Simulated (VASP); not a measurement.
# K: single point with PBE

The system is K, a slab with vacuum.

```
CELL_PARAMETERS angstrom
4.78643 0.00000 0.00000
-2.39321 4.14517 0.00000
0.00000 0.00000 30.51683
ATOMIC_POSITIONS crystal
K 0.00000 0.00000 0.24577
K 0.66667 0.33333 0.37285
K 0.33333 0.66667 0.49994
K 0.66667 0.33333 0.62715
K 0.33333 0.66667 0.75423
```

The slab is cut from a database's or a generator's crystal, which needn't be the stable form of the element.

```yaml
Program: VASP 6.6.1
Task: single point
Functional: PBE
Potentials_or_basis: VASP PAW PBE potentials, release 54 (K_sv)
Cutoff: 600 eV
k_mesh: 5 × 5 × 1
Occupations: fermi-dirac, width 0.05 eV
Spin: no spin polarisation
Dipole_correction: yes
Further_INCAR_settings: ALGO = Fast; EDIFF = 1e-06
```

```
Largest force                   : 0.044 eV/Å
Band gap on the k mesh          : none (metal or under the smearing width)
Work function of the upper face : 2.28 eV
Work function of the lower face : 2.28 eV
```

Forces in eV/Å, atoms in the order of the input:
```
K    0.000  0.000  0.044
K    0.000  0.000 -0.032
K    0.000  0.000  0.001
K    0.000  0.000  0.031
K    0.000  0.000 -0.044
```

Levels at points of the mesh, in eV from the Fermi level:
```tsv
k point	band 19	band 20	band 21	band 22	band 23	band 24	band 25	band 26	band 27
(0.00, 0.00, 0.00)	-15.68	-15.68	-2.07	-1.82	-1.43	-0.90	-0.26	0.54	1.04
```

Wall time 3.1 min on 1 thread of Intel(R) Xeon(R) 6975P-C (Granite Rapids) (shared host), peak memory 0.8 GiB.
